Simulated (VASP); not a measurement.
A run of VASP 6.6.1:

File INCAR:

```
SYSTEM = NiO
PREC = Accurate
ENCUT = 600
EDIFF = 1E-7
ISMEAR = 0
SIGMA = 0.03
LREAL = .FALSE.
LASPH = .TRUE.
NELM = 150
ALGO = Normal
ISIF = 3
LWAVE = .FALSE.
LCHARG = .FALSE.
ISPIN = 2
MAGMOM = 2 -2 0 0
LORBIT = 11
LMAXMIX = 4
LDAU = .TRUE.
LDAUTYPE = 2
LDAUL = 2 -1
LDAUU = 6.2 0
LDAUJ = 0 0
LDAUPRINT = 1
GGA = PE
IBRION = 2
NSW = 90
EDIFFG = -0.005
AMIX = 0.2
BMIX = 1E-4
AMIX_MAG = 0.8
BMIX_MAG = 1E-4
```

KPOINTS

```
regular mesh
0
G
  10 10 10
  0 0 0
```

POSCAR

```
NiO                                     
1.0
   -2.0895634231     -2.0895634231      4.1805195208
   -4.1805195208     -2.0895634231      2.0895634231
   -2.0895634231     -4.1805195208      2.0895634231
  Ni              O             
     2     2
Direct
     0.0000000000000000    0.0000000000000000    0.0000000000000000
     0.5000000000000000    0.5000000000000000    0.5000000000000000
     0.2500000000000000    0.2500000000000000    0.2500000000000000
     0.7500000000000000    0.7500000000000000    0.7500000000000000
```

Potentials or basis: VASP PAW PBE potentials, release 64 (Ni, O).

The run is started by

```bash
$ cat potpaw_PBE.64/Ni/POTCAR potpaw_PBE.64/O/POTCAR > POTCAR
$ mpirun -np 1 vasp_std > vasp.out
```

Hardware: 1 thread of AMD EPYC 9R14 (Zen 4), on a shared host.

Q: How long does it take, and how much memory?

A: Wall time 8.8 min on 1 thread of AMD EPYC 9R14 (Zen 4), with other jobs on the host, peak memory 0.38 GiB. Counts: scf iterations 22, k points 116, ion steps 1.
